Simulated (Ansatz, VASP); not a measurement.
**MnS: VASP beside Ansatz**

```
CELL_PARAMETERS angstrom
1.83000 1.05655 2.97092
-1.83000 1.05655 2.97092
0.00000 -2.11310 2.97092
ATOMIC_POSITIONS crystal
Mn 0.00000 0.00000 0.00000
S 0.50000 0.50000 0.50000
```

The cell is a database's computed one.

Alike in both runs: task single point; functional PBE; k mesh 9 × 9 × 9; occupations fermi-dirac, width 0.05 eV; no spin polarisation.

```csv
,VASP,Ansatz
version,VASP 6.6.1,Ansatz 0.2.0
potentials or method,"VASP PAW PBE potentials, release 64 (Mn_pv, S)",Ansatz PAW
plane-wave cutoff (eV),520,420
valence electrons in the cell,19,21
```

```tsv
	VASP	Ansatz	Ansatz less VASP
gap on the k mesh at the Fermi level (eV)	none	none	-
pressure (GPa)	-22.6	-22.7	-0.07
```

A gap of «none» marks a metal or a gap that the smearing closes. The two sets of potentials don't hold the same shells in valence.

Caveats: the run has no spin polarisation, though such a crystal can be magnetic; semilocal functionals often make such compounds metallic where correlation or magnetic order opens a gap, which also shifts bond lengths; so large a pressure means that the cell lies far from this level's equilibrium, or that cutoff or potentials fall short (VASP). Spin polarisation is off, so any magnetic state and its effect on volume and gap are missing.
